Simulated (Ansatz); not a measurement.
**BN (model cell, started as CsCl type): a soft mode frozen in**

Wanted: the energy along a soft mode of BN (model cell, started as CsCl type) and the structure at the end.

Program: Ansatz 0.2.0. Level of theory: DFT PBEsol, scalar-relativistic, plane waves, PAW; PAW set soft_1. Results are calculated unless marked as measured.

The structure was built from a prototype and need not be the compound's stable phase.

### 1. The starting structure

Symmetry: Pm-3m, No. 221, cubic system. Conventional cell: a = 2.300 Å, b = 2.300 Å, c = 2.300 Å, α = 90.00°, β = 90.00°, γ = 90.00°. B has 8 N at 1.99 Å nearest. Nearest to N lie 8 B at 1.99 Å. Farther neighbours and most contacts between anions are not listed.

### 2. The dispersion

The cell comes from relaxations at this level that are not shown. Stability and thermal properties need the whole zone. Linear response on a 4×4×4 q mesh gives force constants as far as a supercell of that size would.

File input.yaml:

```yaml
crystal:
  lattice:
    - [2.3002356086, 0.0, 0.0]
    - [0.0, 2.3002356086, 0.0]
    - [0.0, 0.0, 2.3002356086]
  atoms:
    - { symbol: B, position: [0.0, 0.0, 0.0] }
    - { symbol: "N", position: [0.5, 0.5, 0.5] }
kpoints:
  mp_grid: { grid: [20, 20, 20] }
hamiltonian:
  xc: pbesol
  pseudopotentials: { kind: paw, azcp: { folder: soft_1 }, xc_functional: pbe }
scf:
  occupations: { method: methfessel_paxton, width: 0.2 }
output:
  eigenvalues: true
phonons:
  method: dfpt
  qmesh: [4, 4, 4]
  temperatures: { t_max: 1000, t_step: 50 }
  qpath:
    path:
      - [[0.0, 0.0, 0.0], [0.0, 0.5, 0.0], [0.5, 0.5, 0.0], [0.0, 0.0, 0.0], [0.5, 0.5, 0.5], [0.0, 0.5, 0.0]]
      - [[0.5, 0.5, 0.5], [0.5, 0.5, 0.0]]
    npoints: 10
```

Started as:

```sh
> ansatz run input.yaml --threads 4 --pin off --max-ram 10240MiB --backend cpu --events-out ev --progress --plain --runs-dir out
```

Numbers of over 12 decimals in the logs are rounded to 6 here.

What it wrote:

```text
Engine: ansatz 0.2.0, x86_64-unknown-linux-gnu
Pseudopotentials: kind: paw
Pseudopotential: B, paw, valence charge 3, recommended cutoff 420 eV (normal), soft_1/B.paw.azcp
Pseudopotential: N, paw, valence charge 5, recommended cutoff 420 eV (normal), soft_1/N.paw.azcp
Functional definition: PBEsol
  exchange = pbesol_x
  correlation = pbesol_c
Crystal: 2 atoms, lattice volume = 12.171 Å³
Basis set: ecut = 420 eV, 251 PW (Γ), exchange–correlation on 32×32×32 points (8 copies of the dense FFT grid, shifted against one another)
Bands: 8, of which v1, the nominal top of the filled ones, is band 4 counted from 1 (3 counted from 0)
Symmetry: 48 space group operations
k-points: 286 of 8000
Non-local potential: B, projectors of the file, l = 0: 2, l = 1: 2, l = 2: 1
Non-local potential: N, projectors of the file, l = 0: 2, l = 1: 2, l = 2: 1
PAW form: soft (Blöchl's): semilocal exchange-correlation on the pseudo side does not see the compensation charge
PAW frozen core: B, regenerated for the run's functional, and the local potential with it (the file was generated under x = pbe(κ = 0.804, μ = 0.219515), c = pbe(β = 0.066725))
PAW frozen core: N, regenerated for the run's functional, and the local potential with it (the file was generated under x = pbe(κ = 0.804, μ = 0.219515), c = pbe(β = 0.066725))
PAW one-centre angular grid: B, 110 points (default); XC on 64 Gauss nodes
PAW one-centre angular grid: N, 110 points (default); XC on 64 Gauss nodes
Initial density: superposition of atomic densities (chi_scale 0.1, normalization cell, long waves kept (reshape's long-wave potential 0.00 eV rms))
Initial wavefunctions: pseudopotential atomic-orbital guess
Functional: x = pbesol(κ = 0.804, μ = 0.123457), c = pbesol(β = 0.046)
SCF iter   1: F=—  HF=-526.609646 eV  |F-HF|=—  |Δ(HF+E_count)|=         —  Δρ=6.68e-2  dr2=5.85e-1  ethr=3.10e-3  ⟨swp⟩=4.2  Hψ=13088  notcnv=0
preconditioner: auto → none  [metal: Δε(μ)=0.009 eV  Ē_g=14.530 eV  σ=0.200 eV  W_gap=0.04  n_scr=0 (ndim 8)  ℏωp=30.1 eV  f_vac=0.000  D(μ)=0.66/eV (n_scr^D=6)]
SCF iter   2: F=—  HF=-526.520523 eV  |F-HF|=—  |Δ(HF+E_count)|=   8.91e-2  S|Δr|=    0.00e0  Δρ=3.12e-2  dr2=1.26e-1  ethr=3.10e-3  ⟨swp⟩=1.9  Hψ=5089  notcnv=0
SCF iter   3: F=—  HF=-526.498098 eV  |F-HF|=—  |Δ(HF+E_count)|=   2.24e-2  S|Δr|=    0.00e0  Δρ=1.63e-3  dr2=7.43e-5  ethr=1.58e-3  ⟨swp⟩=2.0  Hψ=3179  notcnv=0
SCF iter   4: F=—  HF=-526.498021 eV  |F-HF|=—  |Δ(HF+E_count)|=   7.71e-5  S|Δr|=    0.00e0  Δρ=2.93e-4  dr2=1.00e-5  ethr=9.29e-7  ⟨swp⟩=2.2  Hψ=3514  notcnv=0
SCF iter   5: F=—  HF=-526.498019 eV  |F-HF|=—  |Δ(HF+E_count)|=   1.95e-6  S|Δr|=    0.00e0  Δρ=2.38e-5  dr2=3.14e-8  ethr=1.26e-7  ⟨swp⟩=1.1  Hψ=2383  notcnv=0
SCF iter   6: F=—  HF=-526.498019 eV  |F-HF|=—  |Δ(HF+E_count)|=   2.02e-8  S|Δr|=    0.00e0  Δρ=2.12e-6  dr2=2.85e-10  ethr=3.93e-10  ⟨swp⟩=2.0  Hψ=3024  notcnv=0
SCF iter   7: F=—  HF=-526.498019 eV  |F-HF|=—  |Δ(HF+E_count)|=  4.32e-11  S|Δr|=    0.00e0  Δρ=4.34e-7  dr2=1.49e-11  ethr=1.00e-12  ⟨swp⟩=5.0  Hψ=7843  notcnv=0
SCF iter   8: F=-526.498019 eV  HF=-526.498019 eV  |F-HF|=2.27e-13  |Δ(HF+E_count)|=  3.75e-12  S|Δr|=    0.00e0  Δρ=4.39e-8  dr2=1.53e-13  ethr=1.00e-12  ⟨swp⟩=4.0  Hψ=6950  notcnv=0
SCF 1 converged in 8 iterations: F = -526.498019 eV  dr2 = 1.53e-13
  greatest PAW one-centre occupation: 0.837 electrons in one spin orbital (limit 2), on the N atom at site 1 (counted from 0), in its partial waves of l = 0
Initial density: read from a saved state, or passed on in memory by an earlier SCF of this step, an earlier step, the calling program or the single point that the run made first
iter 1 solved again at ethr=5.29e-8 eV; its pass at ethr=3.10e-3 eV (dr2=4.23e-6 eV) is discarded
SCF iter   1: F=—  HF=-526.498019 eV  |F-HF|=—  |Δ(HF+E_count)|=         —  Δρ=2.59e-7  dr2=3.49e-12  ethr=5.29e-8  ⟨swp⟩=2.1  Hψ=18675  notcnv=0
eigensolver tolerance schedule: the retry pair's looser diagonalisation over-reported the residual by 1210954.57 of it (diagonalisation noise at an unbounded share of the residual, at the tolerance the schedule requests for it); recorded, not acted on — ethr = c·dr2/N_el stays at c = 1.0e-1
preconditioner: auto → none  [metal: Δε(μ)=0.041 eV  Ē_g=14.254 eV  σ=0.200 eV  W_gap=0.17  n_scr=0 (ndim 8)  ℏωp=30.1 eV  f_vac=0.000  D(μ)=0.77/eV (n_scr^D=6)]
SCF iter   2: F=—  HF=-526.498019 eV  |F-HF|=—  |Δ(HF+E_count)|=   2.00e-7  S|Δr|=    0.00e0  Δρ=1.91e-7  dr2=2.26e-12  ethr=1.00e-12  ⟨swp⟩=4.1  Hψ=8853  notcnv=0
SCF iter   3: F=-526.498019 eV  HF=-526.498019 eV  |F-HF|=7.96e-13  |Δ(HF+E_count)|=  1.14e-13  S|Δr|=    0.00e0  Δρ=1.25e-7  dr2=9.64e-13  ethr=1.00e-12  ⟨swp⟩=1.0  Hψ=5747  notcnv=0
SCF 2 converged in 3 iterations: F = -526.498019 eV  dr2 = 9.64e-13
phonons: the bands overlap, so this run is a metal and interpolates without the dipole-dipole term. If the crystal is really an insulator or semiconductor, its LO-TO splitting is missing
NSCF: frozen V_eff on 286 k-points
NSCF: frozen V_eff on 726 k-points
DFPT response loops at q = (0, 0, 0) (fractional): preconditioner auto → Kerker (q_TF=auto, 2.544 Å⁻¹) (partly filled bands, converged f_vac=0.000); β = 1.00, the filter's whole step (`scf.mixing.beta` (0.50) is not read by the response loops under this deck's `scf.mixing.preconditioner`; to damp them name `kerker` or `kerker_dos`, under which they read `scf.mixing.beta`, and type it under 1.00, their step now; both keys bind the ground state too); Broyden in place of MSR1
NSCF: frozen V_eff on 4840 k-points
DFPT response loops at q = (0, 0, 0.25) (fractional): mixed as the last ones told, above
NSCF: frozen V_eff on 2662 k-points
DFPT response loops at q = (0, 0, -0.5) (fractional): mixed as the last ones told, above
NSCF: frozen V_eff on 8800 k-points
DFPT response loops at q = (0, 0.25, 0.25) (fractional): mixed as the last ones told, above
NSCF: frozen V_eff on 4840 k-points
DFPT response loops at q = (0, 0.25, -0.5) (fractional): mixed as the last ones told, above
NSCF: frozen V_eff on 2662 k-points
DFPT response loops at q = (0, -0.5, -0.5) (fractional): mixed as the last ones told, above
NSCF: frozen V_eff on 8400 k-points
DFPT response loops at q = (0.25, 0.25, 0.25) (fractional): mixed as the last ones told, above
NSCF: frozen V_eff on 8800 k-points
DFPT response loops at q = (0.25, 0.25, -0.5) (fractional): mixed as the last ones told, above
NSCF: frozen V_eff on 4840 k-points
DFPT response loops at q = (0.25, -0.5, -0.5) (fractional): mixed as the last ones told, above
NSCF: frozen V_eff on 1452 k-points
DFPT response loops at q = (-0.5, -0.5, -0.5) (fractional): mixed as the last ones told, above
SCF converged after 8 iterations
Stability not checked: this state was not tested for a lower state beside it, because cold or Methfessel-Paxton smearing, or corrected tetrahedra, fill the levels in a way that the test cannot read (fill_not_monotonic; see scf.lower_state_search)
Free energy (F): -526.498019 eV
Harris-Foulkes:  -526.498019 eV  (|F-HF|=2.27e-13)
Internal energy: -526.497847 eV  (E = F + TS)
E sigma→0 (E₀):  -526.497976 eV
Entropy (-TS):   -0.000172 eV (-0.086 meV/atom)
Fermi energy:    12.956742 eV
--- Per-component energies (eV) ---
  E_band       = 38.606060
  E_kinetic    = 169.848752
  E_local      = -111.832988  (includes V_loc(G=0)·N_el)
  E_nonlocal   = 45.426127
  E_hartree    = 34.046824
  E_xc         = -90.129669
  E_vxc        = -111.774584  (∫ρ·V_xc dr)
  E_paw        = -196.648986  (= ΣΔE_a)
  E_vpaw       = -21.155629  (= ΣTr[D̂ρ^β])
  E_aug_tail   = 0.000736  (compensation charges beyond the density's cutoff)
  E_ewald      = -377.251454
  E_core_change = 0.042810  (= ΣΔE_core)
  E_smearing   = -0.000172  (= −TS)
  E_closure    = 0.000000  (closes the sum)
  Σ components = -526.498019   (vs F -526.498019, Δ=0.00e0)
--- Band table (eV; the first three rows and the last of 286) ---
  k-point 0: bands = ["-8.4756", "10.8211", "10.8211", "10.8211", "14.9060", "24.3173", "24.3173", "24.3173"]
  k-point 1: bands = ["-8.4211", "10.3846", "10.8675", "10.8675", "15.1024", "23.9048", "24.2366", "24.2366"]
  k-point 2: bands = ["-8.2581", "9.3178", "11.0052", "11.0052", "15.5027", "23.4182", "23.9973", "23.9973"]
  k-point 285: bands = ["2.1172", "7.9019", "7.9019", "7.9019", "11.4786", "11.4786", "11.4786", "16.4079"]
--- Phonons (Γ-DFPT): 2 representative perturbations + reference (Σ response iterations 6) ---
  ASR residual: 1.827e-5 → 0.000e0 eV/Å²; symmetrization residual: 1.822e-7 eV/Å²
  ASR residual per site (eV/Å²): 1.83e-5 5.70e-6
  Γ frequencies (cm⁻¹): -777.02 -777.02 -777.02 0.00 0.00 0.00
--- Phonons (arbitrary-q DFPT): 10 irreducible q on the 4×4×4 mesh ---
  q = [0.0000, 0.0000, 0.0000] (star 1, of the zone-centre solve; hermiticity 2.69e-8, symmetrization 1.02e-14): -777.02 -777.02 -777.02 0.00 0.00 0.00
  q = [0.0000, 0.0000, 0.2500] (star 6, 4 solved perturbations in 7480 linear systems a pass and spin channel, the states on 2420 of 8000 k-point pairs; hermiticity 3.89e-8, symmetrization 3.31e-15): -774.13 -774.13 -618.57 -272.71 -272.71 352.86
  q = [0.0000, 0.0000, -0.5000] (star 3, 4 solved perturbations in 4114 linear systems a pass and spin channel, the states on 1331 of 8000 k-point pairs; hermiticity 3.14e-8, symmetrization 1.60e-8): -786.45 -786.45 -441.52 -441.52 -164.67 478.09
  q = [0.0000, 0.2500, 0.2500] (star 12, 4 solved perturbations in 13420 linear systems a pass and spin channel, the states on 4400 of 8000 k-point pairs; hermiticity 3.61e-8, symmetrization 1.16e-14): -795.90 -723.12 -483.78 -424.23 -246.78 331.29
  q = [0.0000, 0.2500, -0.5000] (star 12, 6 solved perturbations on 2420 of 8000 k-point pairs; hermiticity 2.02e-8, symmetrization 1.07e-9): -966.61 -678.24 -585.84 -510.85 212.60 467.53
  q = [0.0000, -0.5000, -0.5000] (star 3, 4 solved perturbations in 4114 linear systems a pass and spin channel, the states on 1331 of 8000 k-point pairs; hermiticity 1.25e-8, symmetrization 2.62e-12): -1311.16 -699.62 -649.31 -649.31 503.39 503.39
  q = [0.2500, 0.2500, 0.2500] (star 8, 2 solved perturbations on 4200 of 8000 k-point pairs; hermiticity 4.62e-8, symmetrization 2.62e-14): -630.31 -629.89 -629.89 -360.81 215.27 215.27
  q = [0.2500, 0.2500, -0.5000] (star 12, 4 solved perturbations in 13420 linear systems a pass and spin channel, the states on 4400 of 8000 k-point pairs; hermiticity 4.44e-8, symmetrization 2.35e-10): -812.22 -631.24 -489.63 -351.01 285.15 434.22
  q = [0.2500, -0.5000, -0.5000] (star 6, 4 solved perturbations in 7480 linear systems a pass and spin channel, the states on 2420 of 8000 k-point pairs; hermiticity 3.19e-8, symmetrization 1.14e-9): -704.08 -522.27 -522.27 -462.08 457.29 457.29
  q = [-0.5000, -0.5000, -0.5000] (star 1, 2 solved perturbations on 726 of 8000 k-point pairs; hermiticity 6.77e-10, symmetrization 3.39e-10): -182.28 -182.28 -182.28 147.36 147.36 147.36
  sum rule: each row above includes the acoustic sum rule's correction from the zone centre's row sums; it moved no ω² by more than (0.68 cm⁻¹)²
  mesh force constants: q→R imaginary residual 3.88e-18; ASR residual 1.827e-5 → 0.000e0 eV/Å²; symmetrization residual 1.599e-14 eV/Å²
  interpolated dispersion: 62 rows × 6 modes
  density of states and harmonic sums: on the 28×28×28 q-mesh, interpolated from the force constants of a 4×4×4 supercell (no non-analytic term)
  largest difference from the sums on the solved wave vectors: F 6.03e-3 eV, S 1.48e-5 and C_V 8.65e-6 eV/K
  zero-point energy: 0.034211 eV/cell   skipped modes (ω ≤ 0): 2998, of them read as no rigid motion or as one in doubt: 2995 (4.445e0 modes/cell left out, lowest -1311.16 cm⁻¹)   left out of the sums: 7.41e-1 of the cell's modes: C_V's classical limit lies that fraction below 3 k_B per atom; for a crystal, a wire or a layer, F and S can be off by more, and a phonons.interpolated_qmesh denser along its periods is the remedy for the sampling
```

The job ended after 99 s (4 threads of Intel Xeon Platinum 8375C at 2.90GHz (Ice Lake), shared host; peak memory 1.5 GiB; 6.1 min of CPU time).

Reading the cycles: dr2 is the Hartree energy of the density residual (eV), the measure of convergence; HF is the Harris–Foulkes estimate of the energy, which meets the free energy F at convergence.

Numbers from this step:

* volume per atom: 6.085 Å³
* gap on the k-mesh: 0 eV
* sum-rule residual before enforcement: 1.83e-5 eV/Å²
* lowest frequency on the path: -1311 cm⁻¹
* point group: m-3m
* highest frequency on the path or at a solved wavevector: 503.4 cm⁻¹
* highest optical mode at the zone centre (no LO-TO term): -777.0 cm⁻¹
* lowest optical zone-centre mode: -777.0 cm⁻¹
* lowest mode on the q mesh (acoustic modes at Γ apart): -1311 cm⁻¹

Frequencies (cm⁻¹) solved at each irreducible wavevector; negative means imaginary. Frequencies by wavevector, by row:

```tsv
q in reciprocal lattice units	star	mode 1	mode 2	mode 3	mode 4	mode 5	mode 6
0 0 0	1	-777	-777	-777	0	0	0
0 0 0.25	6	-774.1	-774.1	-618.6	-272.7	-272.7	352.9
0 0 -0.5	3	-786.5	-786.5	-441.5	-441.5	-164.7	478.1
0 0.25 0.25	12	-795.9	-723.1	-483.8	-424.2	-246.8	331.3
0 0.25 -0.5	12	-966.6	-678.2	-585.8	-510.9	212.6	467.5
0 -0.5 -0.5	3	-1311	-699.6	-649.3	-649.3	503.4	503.4
0.25 0.25 0.25	8	-630.3	-629.9	-629.9	-360.8	215.3	215.3
0.25 0.25 -0.5	12	-812.2	-631.2	-489.6	-351	285.1	434.2
0.25 -0.5 -0.5	6	-704.1	-522.3	-522.3	-462.1	457.3	457.3
-0.5 -0.5 -0.5	1	-182.3	-182.3	-182.3	147.4	147.4	147.4
```

Interpolated from a 4×4×4 q mesh. The phonon branches at the labelled points (cm⁻¹):

```tsv
point	branch 1	branch 2	branch 3	branch 4	branch 5	branch 6
Γ	-777	-777	-777	0	0	0
halfway	-774	-774	-619	-273	-273	353
X	-786	-786	-442	-442	-165	478
halfway	-967	-678	-586	-511	213	468
M	-1311	-700	-649	-649	503	503
halfway	-796	-723	-484	-424	-247	331
Γ	-777	-777	-777	0	0	0
halfway	-630	-630	-630	-361	215	215
R	-182	-182	-182	147	147	147
halfway	-812	-631	-490	-351	285	434
X	-786	-786	-442	-442	-165	478
jump to R	-182	-182	-182	147	147	147
halfway	-704	-522	-522	-462	457	457
M	-1311	-700	-649	-649	503	503
```

The phonon branches as a text plot (rows in cm⁻¹):

```
    466 |     *************                         ******   ****
    390 |   **       *   * **                     **       **
    314 |           *        *             **    ****
    239 |  *              *   *         **** *  *    *    *
    163 | *                    **    ***      ****    *
     88 |*         *           ***  *                     *
     12 |                         **
    -64 |*        *              *  *
   -139 | **    **            * *        **       *    ***
   -215 |      *             * *     **       *****       *
   -290 |   **             ** *              *  *  *      **
   -366 |     *            **          **   **     ***      *
   -442 |     *****          *             *     *    **** ***
   -517 |    *    ***     ****           **       * *  *    **
   -593 |   *       *** ***   *        **   *     ** **       **
   -669 |          **********  *     *** ***        * *      * **
   -744 |******  **          **********            *   **
   -820 |      ****          *                      ******
   -895 |          *       **
   -971 |
  -1047 |           *     *                                   *
  -1122 |            *
  -1198 |                *                                     *
  -1273 |             ***                                       *
         Γ      X      M          Γ            R        X|R     M
```

Symmetry leaves 10 wavevectors to solve. The lowest mode among them, the acoustic zeros apart, lies at q = (0, -0.5, -0.5) and is imaginary, 1311.2i cm⁻¹, so the energy falls along it.

### 3. The mode frozen in, largest atomic shift 0 Å

The mode followed lies at q = (0, -0.5, -0.5) with frequency 1311.2i cm⁻¹, the softest among the wavevectors solved. At small amplitude the distorted cell has space group no. 129 by a symmetry search on the positions. The undistorted cell that holds it gives the zero of energy on the same k mesh.

System of this step: BN (model cell, started as CsCl type). Symmetry: Pm-3m, No. 221, cubic system. The conventional cell has a = 2.300 Å, b = 2.300 Å, c = 2.300 Å, α = 90.00°, β = 90.00°, γ = 90.00°. Nearest to B lie 8 N at 1.99 Å. Nearest to N lie 8 B at 1.99 Å. Farther neighbours and most contacts between anions are not listed.

input.yaml, the sections that differ from step 2:

```yaml
crystal:
  lattice:
    - [-2.3002356086, 0.0, 0.0]
    - [0.0, -2.3002356086, -2.3002356086]
    - [0.0, -2.3002356086, 2.3002356086]
  atoms:
    - { symbol: B, position: [0.0, 0.5, 0.5] }
    - { symbol: B, position: [0.0, 1.0, 0.0] }
    - { symbol: "N", position: [0.5, 0.0, 0.5] }
    - { symbol: "N", position: [0.5, 0.5, 0.0] }
kpoints:
  mp_grid: { grid: [18, 14, 14] }
output:
  forces: true
  stress: true
  eigenvalues: true
# hamiltonian, scf: as in step 2
# phonons: removed
```

What it wrote:

```text
[...]
Crystal: 4 atoms, lattice volume = 24.341 Å³
Basis set: ecut = 420 eV, 487 PW (Γ), exchange–correlation on 32×48×48 points (8 copies of the dense FFT grid, shifted against one another)
Bands: 12, of which v1, the nominal top of the filled ones, is band 8 counted from 1 (7 counted from 0)
Symmetry: 32 space group operations
[...]
k-points: 360 of 3528
[...]
--- Band table (eV; the first three rows and the last of 360) ---
  k-point 0: bands = [... 4 lower, 9.4137, 10.8275, 10.8275, 10.8285, 14.6497, 14.9086, 21.6602, 21.6602]
  k-point 1: bands = [... 4 lower, 9.6718, 10.5927, 10.6503, 10.8758, 14.6179, 15.1218, 21.5761, 21.6819]
  k-point 2: bands = [... 4 lower, 10.0101, 10.1595, 10.4045, 11.0164, 14.5175, 15.6408, 21.3352, 21.7458]
  k-point 359: bands = [... 4 lower, 3.2709, 3.2709, 9.4146, 9.4146, 14.6481, 14.6481, 21.6597, 21.6597]
[key lines of the parts left out:]
SCF converged after 6 iterations
Free energy (F): -1052.998701 eV
Fermi energy:    12.993083 eV
P = ⅓ Tr σ = -0.0425 GPa (-0.425 kbar)
```

Elapsed: 1.4 s, on 4 threads; peak memory 0.42 GiB.

Numbers from this step:

```yaml
pressure: -0.04246 GPa
energy_from_the_undistorted_cell: 0 meV/atom
```

The run ends at a pressure of -0.04 GPa.

### 4. The mode frozen in, largest atomic shift 0.6 Å

The atoms are moved along the unstable eigenvector, the largest shift by 0.6 Å, with the cell fixed.

input.yaml: that of step 3 with these lines changed.

```diff
@@ -8,4 +8,4 @@
     - { symbol: B, position: [0.0, 1.0, 0.0] }
-    - { symbol: "N", position: [0.5, 0.0, 0.5] }
-    - { symbol: "N", position: [0.5, 0.5, 0.0] }
+    - { symbol: "N", position: [0.7608428449, 0.0, 0.5] }
+    - { symbol: "N", position: [0.2391571551, 0.5, 0.0] }
 kpoints:
```

What it wrote:

```text
[...]
Crystal: 4 atoms, lattice volume = 24.341 Å³
Basis set: ecut = 420 eV, 487 PW (Γ), exchange–correlation on 32×48×48 points (8 copies of the dense FFT grid, shifted against one another)
Bands: 12, of which v1, the nominal top of the filled ones, is band 8 counted from 1 (7 counted from 0)
Symmetry: 16 space group operations
[...]
k-points: 360 of 3528
[...]
--- Band table (eV; the first three rows and the last of 360) ---
  k-point 0: bands = [... 4 lower, 9.1701, 9.1701, 9.2332, 12.3142, 14.6539, 16.4785, 17.5290, 21.8986]
  k-point 1: bands = [... 4 lower, 9.0110, 9.0221, 9.4448, 12.3404, 14.6277, 16.6803, 17.5817, 21.7590]
  k-point 2: bands = [... 4 lower, 8.5866, 8.6060, 10.0521, 12.4133, 14.5514, 17.2260, 17.7459, 21.3789]
  k-point 359: bands = [... 4 lower, 5.0708, 5.0708, 5.3046, 5.3046, 18.3094, 18.3094, 20.9884, 20.9884]
[key lines of the parts left out:]
SCF converged after 6 iterations
Free energy (F): -1058.791179 eV
Fermi energy:    12.941061 eV
P = ⅓ Tr σ = -18.0120 GPa (-180.120 kbar)
```

Run time: 1.6 s. Hardware: 4 threads; peak memory 0.42 GiB.

This step gave:

```yaml
pressure: -18.01 GPa
energy_from_the_undistorted_cell: -1448 meV/atom
```

The energy, extrapolated to zero smearing, is -1448.17 meV/atom against the undistorted cell.

The run ends at a pressure of -18.01 GPa, with forces up to 2.1 eV/Å.

(Part 1 of 3 ends here.)

[Logs are printed without paths, hosts, clocks, repeated set-up lines and the standing remarks that a program may print on its own settings, such as how far it seeks lower states.]

[Hosts, paths, dates, database ids (printed as entryN), source tags and the programs' standing remarks are cut or masked in the printed files.]
